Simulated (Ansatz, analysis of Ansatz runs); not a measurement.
## A hop of O in TiO2 (Pbcn), charge +2

Wanted: path and barrier of a jump of O in TiO2 (Pbcn) at charge +2. The case: V_O hop (2.6 Å), in a cell of 96 host atoms with 1 O taken out.

Calculated with Ansatz 0.2.0; plane-wave PAW DFT, PBEsol; nudged elastic band between two relaxed defect structures at fixed charge in a uniform background.

Report form: inputs, costs, results and the conclusion, without the logs.

## Step 1: The starting structure

The cell holds 95 atoms: 32 Ti and 63 O. Cell: a = 9.076 Å, b = 10.990 Å, c = 9.758 Å, α = 90.0°, β = 90.0°, γ = 90.0°. It derives from TiO2 (space group Pbcn). Nearest the centre at fractional (0.500, 0.500, 0.500): O53 at 1.29 Å, Ti61 at 1.55 Å, Ti75 at 1.55 Å, O93 at 2.38 Å, O7 at 2.38 Å, O17 at 2.47 Å, O83 at 2.47 Å, O19 at 3.09 Å. The cell carries charge +2.

The cell's shortest repeat is 9.1 Å.

## Step 2: Relaxation of the start point, charge +2

A barrier is counted from a minimum, so both ends are relaxed first. Small random displacements break the symmetry of the ideal sites, so that the defect can distort if it gains by it. The charge of +2 is set by the electron count, and a uniform background keeps the cell neutral.

Input file qp2_c96k1s.start/input.yaml:

```yaml
crystal:
  lattice:
    - [9.07556601, 0.0, 0.0]
    - [0.0, 10.98982205, 0.0]
    - [0.0, 0.0, 9.75788371]
  atoms:
    - { symbol: Ti, position: [0.25, 0.33756284, 0.375] }
    - { symbol: Ti, position: [0.0, 0.41243716, 0.125] }
[... 3 atom lines left out ...]
    - { symbol: O, position: [0.11421702, 0.44089183, 0.45939727] }
    - { symbol: O, position: [0.38578298, 0.44089183, 0.29060273] }
[... 1 atom line left out ...]
    - { symbol: O, position: [0.36421702, 0.19089183, 0.29060273] }
[... 3 atom lines left out ...]
    - { symbol: Ti, position: [0.25, 0.33756284, 0.875] }
[... 1 atom line left out ...]
    - { symbol: Ti, position: [0.25, 0.16243716, 0.625] }
[... 1 atom line left out ...]
    - { symbol: O, position: [0.36421702, 0.30910817, 0.54060273] }
[... 1 atom line left out ...]
    - { symbol: O, position: [0.38578298, 0.44089183, 0.79060273] }
    - { symbol: O, position: [0.13578298, 0.30910817, 0.70939727] }
    - { symbol: O, position: [0.36421702, 0.19089183, 0.79060273] }
[... 3 atom lines left out ...]
    - { symbol: Ti, position: [0.25, 0.83756284, 0.375] }
[... 1 atom line left out ...]
    - { symbol: Ti, position: [0.25, 0.66243716, 0.125] }
[... 5 atom lines left out ...]
    - { symbol: O, position: [0.36421702, 0.69089183, 0.29060273] }
    - { symbol: O, position: [0.11421702, 0.55910817, 0.20939727] }
    - { symbol: O, position: [0.38578298, 0.55910817, 0.04060273] }
    - { symbol: O, position: [0.13578298, 0.69089183, 0.45939727] }
[... 2 atom lines left out ...]
    - { symbol: Ti, position: [0.25, 0.66243716, 0.625] }
[... 1 atom line left out ...]
    - { symbol: O, position: [0.36421702, 0.80910817, 0.54060273] }
[... 3 atom lines left out ...]
    - { symbol: O, position: [0.36421702, 0.69089183, 0.79060273] }
    - { symbol: O, position: [0.11421702, 0.55910817, 0.70939727] }
[... 1 atom line left out ...]
    - { symbol: Ti, position: [0.75, 0.33756284, 0.375] }
    - { symbol: Ti, position: [0.5, 0.41243716, 0.125] }
[... 3 atom lines left out ...]
    - { symbol: O, position: [0.61421702, 0.44089183, 0.45939727] }
    - { symbol: O, position: [0.88578298, 0.44089183, 0.29060273] }
    - { symbol: O, position: [0.63578298, 0.30910817, 0.20939727] }
[... 3 atom lines left out ...]
    - { symbol: O, position: [0.63578298, 0.19089183, 0.45939727] }
    - { symbol: Ti, position: [0.75, 0.33756284, 0.875] }
    - { symbol: Ti, position: [0.5, 0.41243716, 0.625] }
    - { symbol: Ti, position: [0.75, 0.16243716, 0.625] }
[... 1 atom line left out ...]
    - { symbol: O, position: [0.86421702, 0.30910817, 0.54060273] }
    - { symbol: O, position: [0.61421702, 0.44089183, 0.95939727] }
    - { symbol: O, position: [0.88578298, 0.44089183, 0.79060273] }
    - { symbol: O, position: [0.63578298, 0.30910817, 0.70939727] }
[... 4 atom lines left out ...]
    - { symbol: Ti, position: [0.75, 0.83756284, 0.375] }
[... 1 atom line left out ...]
    - { symbol: Ti, position: [0.75, 0.66243716, 0.125] }
    - { symbol: Ti, position: [0.5, 0.58756284, 0.375] }
[... 3 atom lines left out ...]
    - { symbol: O, position: [0.63578298, 0.80910817, 0.20939727] }
    - { symbol: O, position: [0.86421702, 0.69089183, 0.29060273] }
    - { symbol: O, position: [0.61421702, 0.55910817, 0.20939727] }
[... 1 atom line left out ...]
    - { symbol: O, position: [0.63578298, 0.69089183, 0.45939727] }
[... 2 atom lines left out ...]
    - { symbol: Ti, position: [0.75, 0.66243716, 0.625] }
    - { symbol: Ti, position: [0.5, 0.58756284, 0.875] }
[... 3 atom lines left out ...]
    - { symbol: O, position: [0.63578298, 0.80910817, 0.70939727] }
[... 1 atom line left out ...]
    - { symbol: O, position: [0.61421702, 0.55910817, 0.70939727] }
    - { symbol: O, position: [0.88578298, 0.55910817, 0.54060273] }
    - { symbol: O, position: [0.63578298, 0.69089183, 0.95939727] }
total_charge: 2
basis:
  ecutwfc: 420
  xc_grid: 2
hamiltonian:
  xc: pbesol
kpoints:
  mp_grid: { grid: [1, 1, 1], shift: [0.25, 0.25, 0.25] }
scf:
  occupations: { method: fixed }
  max_iter: 120
output:
  forces: true
relax:
  f_tol: 0.02
  max_steps: 70
  random_displacement: { amplitude: 0.03, seed: 259 }
```

On the command line:

```sh
$ ansatz run input.yaml --threads 8 --pin off --max-ram 14131MiB --backend cpu --events-out ev --progress --plain --runs-dir out
```

Wall time 82 s (8 threads of Arm Neoverse V2, shared host); peak memory 2.3 GiB; 11 min of CPU time.

Step by step:

```tsv
step	energy less that of the first step (eV)	largest force component (eV/Å)
1	0.0000	3.9970
2	-2.4606	1.8378
3	-3.2481	0.5728
4	-3.3782	0.1606
5	-3.3835	0.0523
6	-3.3842	0.0202
7	-3.3843	0.0096
```

The atoms that moved most (Å, from the sites as typed, ahead of the random displacement, the mean shift of all atoms taken out):

```tsv
atom	dx	dy	dz	length
Ti39	-0.254	0.313	0.158	0.433
Ti75	0.174	-0.025	-0.254	0.309
Ti61	0.110	-0.134	0.095	0.197
Ti74	0.114	0.090	-0.093	0.172
O93	-0.117	-0.018	-0.104	0.158
Ti38	-0.101	0.106	-0.061	0.158
Ti37	0.054	0.040	0.129	0.146
O44	-0.087	0.058	0.079	0.131
```

Neighbours of O53 at the end:

```tsv
atom	distance (Å)
Ti48	1.937
Ti61	1.955
Ti75	2.038
O7	2.562
O93	2.623
O83	2.691
O17	2.724
O59	2.792
O81	2.844
```

Read from the output:

```yaml
free_energy: -114654.1594 eV
r_m_s_move_of_the_farther_half_of_the_atoms: 0.04564 Å
largest_move_from_the_ideal_geometry_of_this_structure_a_common_shift_of_the_far_atoms_taken_out: 0.4317 Å
```

The relaxation gained 3.384 eV and ended with a largest force component of 0.0096 eV/Å.

## Step 3: Relaxation of the end point, charge +2

The end point is relaxed in the same cell and settings, so that the two energies compare. Atoms more than 3.2 Å from the middle of the hop start where the first relaxation left them, the nearer ones on or close to their ideal places, with small random displacements.

Input file qp2_c96k1s.end/input.yaml:

```yaml
crystal:
  lattice:
    - [9.07556601, 0.0, 0.0]
    - [0.0, 10.98982205, 0.0]
    - [0.0, 0.0, 9.75788371]
  atoms:
    - { symbol: Ti, position: [0.25, 0.33756284, 0.375] }
    - { symbol: Ti, position: [0.00417156, 0.41224328, 0.12775739] }
[... 4 atom lines left out ...]
    - { symbol: O, position: [0.38578298, 0.44089183, 0.29060273] }
[... 9 atom lines left out ...]
    - { symbol: O, position: [0.36421702, 0.30910817, 0.54060273] }
[... 1 atom line left out ...]
    - { symbol: O, position: [0.38578298, 0.44089183, 0.79060273] }
[... 19 atom lines left out ...]
    - { symbol: Ti, position: [0.25, 0.66243716, 0.625] }
[... 13 atom lines left out ...]
    - { symbol: O, position: [0.385725, 0.559138, 0.540675] }
[... 7 atom lines left out ...]
    - { symbol: Ti, position: [0.5, 0.41243716, 0.625] }
[... 13 atom lines left out ...]
    - { symbol: Ti, position: [0.5, 0.58756284, 0.375] }
[... 5 atom lines left out ...]
    - { symbol: O, position: [0.61421702, 0.55910817, 0.20939727] }
[... 1 atom line left out ...]
    - { symbol: O, position: [0.63578298, 0.69089183, 0.45939727] }
[... 2 atom lines left out ...]
    - { symbol: Ti, position: [0.75, 0.66243716, 0.625] }
[... 6 atom lines left out ...]
    - { symbol: O, position: [0.61421702, 0.55910817, 0.70939727] }
[... 1 atom line left out ...]
    - { symbol: O, position: [0.63531212, 0.68962374, 0.955456] }
total_charge: 2
basis:
  ecutwfc: 420
  xc_grid: 2
hamiltonian:
  xc: pbesol
kpoints:
  mp_grid: { grid: [1, 1, 1], shift: [0.25, 0.25, 0.25] }
scf:
  occupations: { method: fixed }
  max_iter: 120
output:
  forces: true
relax:
  f_tol: 0.02
  max_steps: 70
  random_displacement: { amplitude: 0.01, seed: 259 }
```

It took 72 s on 8 threads; peak memory 2.3 GiB.

The steps of the relaxation:

```tsv
step	energy less that of the first step (eV)	largest force component (eV/Å)
1	0.0000	3.6914
2	-2.3230	1.7588
3	-3.1914	0.4431
4	-3.3332	0.1446
5	-3.3372	0.0531
6	-3.3380	0.0135
```

The atoms that moved most (Å, from the sites as typed, ahead of the random displacement):

```tsv
atom	dx	dy	dz	length
Ti48	0.254	-0.317	-0.161	0.437
Ti61	-0.174	0.021	0.252	0.307
Ti75	-0.110	0.132	-0.098	0.198
Ti13	-0.087	-0.101	0.126	0.183
Ti74	-0.088	-0.100	0.125	0.183
Ti38	0.066	-0.132	0.099	0.178
Ti4	0.066	-0.131	0.100	0.178
Ti37	-0.055	-0.026	-0.152	0.164
```

Neighbours of O53 at the end:

```tsv
atom	distance (Å)
Ti39	1.936
Ti75	1.955
Ti61	2.040
O93	2.561
O7	2.624
O17	2.690
O83	2.724
O41	2.791
O19	2.844
```

Numbers from this step:

```yaml
free_energy: -114654.1594 eV
r_m_s_move_of_the_farther_half_of_the_atoms: 0.04566 Å
largest_move_from_the_ideal_geometry_of_this_structure_a_common_shift_of_the_far_atoms_taken_out: 0.4328 Å
```

The relaxation gained 3.338 eV and ended with a largest force component of 0.014 eV/Å. The end lies within 1 meV of the start.

## Step 4: Nudged elastic band, charge +2

3 movable images are laid between the ends on a pair-potential path, which keeps atoms from colliding in the first guess. Each image feels the true force across the path and a spring force along it. The highest image is set to climb to the top of the path.

This step: plane-wave PAW DFT, PBEsol; nudged elastic band between two relaxed defect structures at fixed charge in a uniform background.

Input file qp2_c96k1s.neb/input.yaml:

```yaml
crystal:
  lattice:
    - [9.07556601, 0.0, 0.0]
    - [0.0, 10.98982205, 0.0]
    - [0.0, 0.0, 9.75788371]
  atoms:
    - { symbol: Ti, position: [0.25428528, 0.3390193, 0.37585944] }
    - { symbol: Ti, position: [0.00425298, 0.41259014, 0.12858366] }
    - { symbol: Ti, position: [0.25176876, 0.16293232, 0.12371312] }
    - { symbol: Ti, position: [0.00392455, 0.09002258, 0.3714949] }
    - { symbol: O, position: [0.36429746, 0.30715197, 0.03824901] }
    - { symbol: O, position: [0.11744825, 0.44189833, 0.4607045] }
    - { symbol: O, position: [0.3895872, 0.44485499, 0.29126727] }
    - { symbol: O, position: [0.13791975, 0.30895461, 0.2095962] }
    - { symbol: O, position: [0.36543972, 0.19188259, 0.29052501] }
    - { symbol: O, position: [0.11517279, 0.05849168, 0.20936515] }
    - { symbol: O, position: [0.38610957, 0.0585563, 0.04051058] }
    - { symbol: O, position: [0.13688636, 0.19179835, 0.45938432] }
    - { symbol: Ti, position: [0.2472201, 0.33855771, 0.87217052] }
    - { symbol: Ti, position: [-0.00015622, 0.41286828, 0.62341462] }
    - { symbol: Ti, position: [0.24819201, 0.16266986, 0.62639705] }
    - { symbol: Ti, position: [0.00054181, 0.08734054, 0.87731248] }
    - { symbol: O, position: [0.36477356, 0.31441187, 0.54041193] }
    - { symbol: O, position: [0.11438761, 0.44088866, 0.95955614] }
    - { symbol: O, position: [0.38349718, 0.44212271, 0.78362139] }
    - { symbol: O, position: [0.1353231, 0.30872039, 0.70891364] }
    - { symbol: O, position: [0.3657114, 0.19214402, 0.78940977] }
    - { symbol: O, position: [0.11356, 0.06016488, 0.70980903] }
    - { symbol: O, position: [0.38541502, 0.05826921, 0.54166079] }
    - { symbol: O, position: [0.1362132, 0.19181257, 0.95944606] }
    - { symbol: Ti, position: [0.25148604, 0.83579115, 0.37354917] }
    - { symbol: Ti, position: [0.00050951, 0.91365657, 0.12819484] }
    - { symbol: Ti, position: [0.2501576, 0.65999476, 0.12645138] }
    - { symbol: Ti, position: [-0.00143373, 0.58672171, 0.37530688] }
    - { symbol: O, position: [0.36669, 0.80790895, 0.04464113] }
    - { symbol: O, position: [0.11494072, 0.93919889, 0.45998433] }
    - { symbol: O, position: [0.38588809, 0.94058354, 0.29220893] }
    - { symbol: O, position: [0.13648573, 0.80740944, 0.21061812] }
    - { symbol: O, position: [0.36526092, 0.6883186, 0.29256105] }
    - { symbol: O, position: [0.11442336, 0.55746989, 0.21034791] }
    - { symbol: O, position: [0.38619548, 0.55711636, 0.03861121] }
    - { symbol: O, position: [0.13850191, 0.68686763, 0.46237819] }
    - { symbol: Ti, position: [0.25603724, 0.84144892, 0.88842777] }
    - { symbol: Ti, position: [-0.01104826, 0.92230755, 0.61895537] }
    - { symbol: Ti, position: [0.22204604, 0.69120015, 0.64133842] }
    - { symbol: Ti, position: [0.00061708, 0.58786703, 0.87431205] }
    - { symbol: O, position: [0.36388052, 0.80238395, 0.54305467] }
    - { symbol: O, position: [0.11407099, 0.94293976, 0.96188508] }
    - { symbol: O, position: [0.3849784, 0.94072931, 0.79159882] }
    - { symbol: O, position: [0.12619197, 0.81467058, 0.7176349] }
    - { symbol: O, position: [0.36048611, 0.69228508, 0.7900616] }
    - { symbol: O, position: [0.11265435, 0.55989643, 0.70918892] }
    - { symbol: O, position: [0.1365317, 0.69146964, 0.96131713] }
    - { symbol: Ti, position: [0.74747426, 0.33876637, 0.37666272] }
    - { symbol: Ti, position: [0.50048255, 0.40804806, 0.11755218] }
    - { symbol: Ti, position: [0.7501842, 0.16129606, 0.12775239] }
    - { symbol: Ti, position: [0.49833835, 0.08845656, 0.37759003] }
    - { symbol: O, position: [0.86621508, 0.3082504, 0.04395175] }
    - { symbol: O, position: [0.60457705, 0.44597731, 0.46135017] }
    - { symbol: O, position: [0.88577113, 0.44054503, 0.29273742] }
    - { symbol: O, position: [0.63546687, 0.30940642, 0.21064795] }
    - { symbol: O, position: [0.86343247, 0.19277413, 0.29375398] }
    - { symbol: O, position: [0.61428325, 0.05812724, 0.21209628] }
    - { symbol: O, position: [0.88629299, 0.05900907, 0.0427374] }
    - { symbol: O, position: [0.63380431, 0.19309884, 0.46318193] }
    - { symbol: Ti, position: [0.75897847, 0.33640143, 0.88235628] }
    - { symbol: Ti, position: [0.51210464, 0.40049864, 0.63489505] }
    - { symbol: Ti, position: [0.74969377, 0.16080325, 0.6269756] }
    - { symbol: Ti, position: [0.5009018, 0.08871534, 0.87553979] }
    - { symbol: O, position: [0.86199883, 0.31014615, 0.54165969] }
    - { symbol: O, position: [0.61312716, 0.43979704, 0.9554303] }
    - { symbol: O, position: [0.88550922, 0.44052337, 0.79061119] }
    - { symbol: O, position: [0.63899353, 0.3014558, 0.71537155] }
    - { symbol: O, position: [0.86558204, 0.19087683, 0.79163932] }
    - { symbol: O, position: [0.61482404, 0.05719107, 0.7103573] }
    - { symbol: O, position: [0.88589112, 0.05918939, 0.53852693] }
    - { symbol: O, position: [0.6368565, 0.19016464, 0.96260618] }
    - { symbol: Ti, position: [0.74849356, 0.83749876, 0.37512597] }
    - { symbol: Ti, position: [0.50460364, 0.91538648, 0.12818453] }
    - { symbol: Ti, position: [0.76255819, 0.67092309, 0.11568256] }
    - { symbol: Ti, position: [0.51919898, 0.5855771, 0.3491486] }
    - { symbol: O, position: [0.86534859, 0.80978133, 0.03755373] }
    - { symbol: O, position: [0.61353223, 0.94043132, 0.4607801] }
    - { symbol: O, position: [0.88585112, 0.94110894, 0.29079216] }
    - { symbol: O, position: [0.63596858, 0.80820012, 0.20968167] }
    - { symbol: O, position: [0.86579549, 0.69095895, 0.28902205] }
    - { symbol: O, position: [0.62250264, 0.55828685, 0.19926768] }
    - { symbol: O, position: [0.88749704, 0.55836206, 0.04002048] }
    - { symbol: O, position: [0.63454281, 0.68954576, 0.45676683] }
    - { symbol: Ti, position: [0.74648856, 0.83820378, 0.86987426] }
    - { symbol: Ti, position: [0.49747418, 0.91244716, 0.62440877] }
    - { symbol: Ti, position: [0.74760286, 0.66118917, 0.62338888] }
    - { symbol: Ti, position: [0.4968012, 0.58825806, 0.8733457] }
    - { symbol: O, position: [0.86265409, 0.80816447, 0.54076112] }
    - { symbol: O, position: [0.61421718, 0.94026708, 0.96003151] }
    - { symbol: O, position: [0.88318945, 0.94242115, 0.78952889] }
    - { symbol: O, position: [0.63346015, 0.80752254, 0.70766578] }
    - { symbol: O, position: [0.86093814, 0.68876332, 0.78886998] }
    - { symbol: O, position: [0.60131029, 0.55775051, 0.69888855] }
    - { symbol: O, position: [0.88422697, 0.55854499, 0.54004723] }
    - { symbol: O, position: [0.63539354, 0.6899706, 0.95628227] }
total_charge: 2
basis:
  ecutwfc: 420
  xc_grid: 2
hamiltonian:
  xc: pbesol
kpoints:
  mp_grid: { grid: [1, 1, 1], shift: [0.25, 0.25, 0.25] }
scf:
  occupations: { method: fixed }
  max_iter: 120
output:
  forces: true
neb:
  images: 3
  f_tol: 0.04
  climbing: true
  initial_path: idpp
  max_iterations: 45
  order_check: false
  final_atoms:
    - { symbol: Ti, position: [0.25281889, 0.33978217, 0.37796117] }
    - { symbol: Ti, position: [-0.00018733, 0.41313251, 0.12711414] }
[... 4 atom lines left out ...]
    - { symbol: O, position: [0.39907366, 0.44319345, 0.3024913] }
[... 9 atom lines left out ...]
    - { symbol: O, position: [0.36589593, 0.31145597, 0.5445574] }
[... 1 atom line left out ...]
    - { symbol: O, position: [0.37784513, 0.44275339, 0.80219121] }
[... 13 atom lines left out ...]
    - { symbol: O, position: [0.36125974, 0.69947643, 0.28602077] }
[... 14 atom lines left out ...]
    - { symbol: Ti, position: [0.77837859, 0.3096423, 0.36004707] }
[... 4 atom lines left out ...]
    - { symbol: O, position: [0.39582272, 0.55497757, 0.54007153] }
[... 7 atom lines left out ...]
    - { symbol: Ti, position: [0.48122496, 0.41522359, 0.65241815] }
[... 13 atom lines left out ...]
    - { symbol: Ti, position: [0.4882248, 0.6005087, 0.36656158] }
[... 7 atom lines left out ...]
    - { symbol: O, position: [0.63566677, 0.68648758, 0.46097609] }
[... 2 atom lines left out ...]
    - { symbol: Ti, position: [0.74614495, 0.66186949, 0.6255503] }
[... 6 atom lines left out ...]
    - { symbol: O, position: [0.6108052, 0.55601155, 0.71005211] }
[... 1 atom line left out ...]
    - { symbol: O, position: [0.63611227, 0.69381083, 0.96309802] }
```

Run time: 8.4 min. Hardware: 8 threads; peak memory 6.7 GiB.

The path, image by image:

```tsv
image	path (Å)	energy (eV)	O53: x, y, z (Å)
0	0.000	0.0000	5.487, 4.901, 4.502
1	0.724	0.3780	5.084, 5.168, 4.678
2	1.449	0.5977	4.542, 5.497, 4.886
3	2.176	0.3795	3.998, 5.831, 5.095
4	2.902	0.0001	3.592, 6.099, 5.270
```

Read from the output:

```
free energy      : -114653.5618 eV
barrier forward  : 0.5977 eV
barrier backward : 0.5976 eV
end less start   : 6.69e-5 eV
hop length       : 2.369 Å
```

Track of the atom that was set to move:

```tsv
image	x (Å)	y (Å)	z (Å)	nearest neighbour	distance (Å)
0	5.487	4.901	4.502	Ti	1.937
1	5.084	5.168	4.678	Ti	1.819
2	4.542	5.497	4.886	Ti	1.794
3	3.998	5.831	5.095	Ti	1.818
4	3.592	6.099	5.27	Ti	1.936
```

The band met its tolerance of 0.04 eV/Å after 8 iterations, with image 2 on top (the start counts as 0). O53, which moves farthest between the ends, has 3 Ti at 1.94 to 2.04 Å nearest at the start and 2 Ti at 1.79 Å at the top.

[end of part 1 of 2]

[Long decimals in the printed logs are rounded to 6 places.]

[Repeated set-up lines and some long k-point lines are left out of the logs, and relaxed atomic positions are cut to six decimals.]

[Logs are printed without paths, hosts, clocks, repeated set-up lines and the standing remarks that a program may print on its own settings, such as how far it seeks lower states.]

[Hosts, paths, dates, database ids (printed as entryN), source tags and the programs' standing remarks are cut or masked in the printed files.]
